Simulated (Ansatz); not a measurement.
Input and output of a one-shot G0W0 calculation on wurtzite MgS (Ansatz, G0W0@r2SCAN with 341 empty bands, a screening cutoff of 140 eV and a 6×6×2 mesh). The geometry is the r2SCAN minimum.

```yaml
crystal:
  lattice:
    - [4.0286256259, 0.0, 0.0]
    - [-2.014312813, 3.4888921344, 0.0]
    - [0.0, 0.0, 6.4543928125]
  atoms:
    - { symbol: Mg, position: [0.3333333333, 0.6666666667, -0.0028727181] }
    - { symbol: Mg, position: [0.6666666667, 0.3333333333, 0.4971272819] }
    - { symbol: S, position: [0.3333333333, 0.6666666667, 0.3778727181] }
    - { symbol: S, position: [0.6666666667, 0.3333333333, 0.8778727181] }
kpoints:
  mp_grid: { grid: [6, 6, 2] }
hamiltonian:
  xc: r2scan
scf:
  occupations: { method: fixed }
gw:
  n_empty_bands: 341
  ecut_chi: 140
  qp_bands: [v2, c2]
  qp_kpoints: band_edges
  screening: { model: contour_deformation }
```

Some lines of the output have been replaced by numbered gaps.
```
Pseudopotential: Mg, paw, valence charge 10, recommended cutoff 500 eV (meta_gga)
Pseudopotential: S, paw, valence charge 6, recommended cutoff 500 eV (meta_gga)
Functional definition: r2SCAN
Crystal: 4 atoms, lattice volume = 90.719 Å³
Basis set: ecut = 500 eV, 2321 PW (Γ)
Bands: 20, of which v1, the nominal top of the filled ones, is band 16 counted from 1 (15 counted from 0)
Symmetry: 12 space group operations
Space group: P63mc (ITA 186)
[1]
preconditioner: auto → Resta (q_TF=auto, 2.293 Å⁻¹)  ε∞=3.2  [insulator: Δε(μ)=4.108 eV  ℏωp=15.6 eV]
Free energy (F): -5671.061367 eV
Fermi energy:    2.938633 eV
--- G₀W₀: contour deformation, 6 samples at zero and on the imaginary axis and 1 off it, 72 q-points, 341 empty bands' worth ---
    ik  band        ε_KS         Σx   Σc(E_QP)       V_xc       Z   E_QP_lin       E_QP  E_QP is
     0    15      2.8213   -18.0983     1.8732   -15.1619  0.7864     1.7454     1.7581  root
     0    16      2.9386   -18.2084     1.9061   -15.2329  0.7854     1.8562     1.8692  root
     0    17      7.0861    -6.1875    -3.4322    -9.8103  0.8286     7.2769     7.2765  root
     0    18      8.3592    -5.5579    -3.5507    -9.4849  0.8276     8.7368     8.7356  root
     1    15      2.6071   -18.0442     1.9478   -15.0072  0.7849     1.5041     1.5179  root
     1    16      2.6071   -18.0442     1.9478   -15.0072  0.7849     1.5041     1.5179  root
     1    17      8.5602  [2]
     1    18      8.5602  [3]
     2    15      2.7550   -18.1161     1.9022   -15.1415  0.7857     1.6695     1.6826  root
     2    16      2.8278   -18.1422     1.9288   -15.1347  0.7850     1.7355     1.7490  root
     2    17      8.0046    -6.6573    -3.5224   -10.4360  0.8218     8.2615     8.2609  root
     2    18      9.0927    -5.6916    -3.6564    -9.7820  0.8226     9.5285     9.5267  root
     3    15      2.4607  [4]
     3    16      2.4607   -17.9398     1.9862   -14.8498  0.7841     1.3424     1.3569  root
     3    17      9.1187    -5.8907    -3.6516    -9.8879  0.8191     9.4655     9.4643  root
     3    18      9.1187    -5.8907    -3.6516    -9.8879  0.8191     9.4655     9.4643  root
     4    15      2.4447   -17.8039     2.0033   -14.6896  0.7834     1.3186     1.3337  root
     4    16      2.5871   -18.0723     1.9627   -15.0168  0.7845     1.4802     1.4942  root
     4    17      8.5509    -4.7416    -3.4816    -8.6146  0.8280     8.9438     8.9424  root
     4    18      9.0451    -5.1564    -3.6395    -9.1906  0.8226     9.4413     9.4398  root
     5    15      2.1973   -17.7957     2.0621   -14.6037  0.7824     1.0514     1.0674  root
     5    16      2.1973   -17.7957     2.0621   -14.6037  0.7824     1.0514     1.0674  root
     5    17      8.4919    -4.7443    -3.4900    -8.6009  0.8270     8.8597     8.8585  root
     5    18      8.4919    -4.7443    -3.4900    -8.6009  0.8270     8.8597     8.8585  root
     6    15      2.0249   -17.3211     2.0776   -14.1000  0.7817     0.8647     0.8815  root
     6    16      2.4997   -18.0451     1.9924   -14.9499  0.7839     1.3824     1.3970  root
     6    17      8.2403    -4.4510    -3.4174    -8.2661  0.8311     8.6394     8.6380  root
     6    18      8.6336    -4.5496    -3.4782    -8.4203  0.8254     9.0274     9.0260  root
     7    15      2.1392   -17.7152     2.0997   -14.4757  0.7812     0.9827     0.9994  root
     7    16      2.1392   -17.7152     2.0997   -14.4757  0.7812     0.9827     0.9994  root
     7    17      8.1271    -4.6276    -3.4270    -8.4107  0.8293     8.4843     8.4832  root
     7    18      8.1271    -4.6276    -3.4270    -8.4107  0.8293     8.4843     8.4832  root
     8    15      2.4190   -17.8402     1.9929   -14.7398  0.7839     1.2966     1.3115  root
     8    16      2.5821   -17.9573     1.9798   -14.8776  0.7839     1.4678     1.4823  root
     8    17      9.1300    -6.4798    -3.7105   -10.5110  0.8150     9.4517     9.4507  root
     8    18      9.6679  [5]
  […]
```

The points are ik 0 = (0, 0, 0) (Γ), ik 1 = (0, 0, -1/2), ik 2 = (0, 1/6, 0), ik 3 = (0, 1/6, -1/2), ik 4 = (0, 1/3, 0), ik 5 = (0, 1/3, -1/2), ik 6 = (0, -1/2, 0), ik 7 = (0, -1/2, -1/2), ik 8 = (1/6, 1/6, 0), ik 11 = (1/6, 1/3, -1/2), ik 12 = (1/3, 1/3, 0), ik 13 = (1/3, 1/3, -1/2); band 16 is the last filled one.

Q: Fill in the blanks. They hold quasiparticle rows, the count of irreducible k points.

A:
```
[1]
k-points: 14 of 72
[2]
     1    17      8.5602    -6.1808    -3.5944   -10.0987  0.8228     8.8846     8.8837  root
[3]
     1    18      8.5602    -6.1808    -3.5944   -10.0987  0.8228     8.8846     8.8837  root
[4]
     3    15      2.4607   -17.9398     1.9862   -14.8498  0.7841     1.3424     1.3569  root
[5]
     8    18      9.6679    -4.3951    -3.6743    -8.5030  0.8198    10.1036    10.1016  root
```
Only the leading digits can be foreseen; the rest is this run's record.

Over the mesh points the r2SCAN gap of 4.15 eV becomes a quasiparticle gap of 5.41 eV (direct at Γ), a change of +1.26 eV. Renormalisation factors Z lie between 0.78 and 0.83. G0W0 here is at a finite number of bands, screening cutoff and k mesh, not at the basis limit.

Command: `ansatz run input.yaml --threads 2 --pin off --max-ram 3686MiB --backend cpu --events-out ev --progress --plain --runs-dir out`. Wall time 6.7 min on 2 threads of Arm Neoverse V1, on a shared host, load about 0.5 per core; peak host memory 1.2 GiB.

No spin polarisation. The prototype was imposed, so other structures may be more stable.
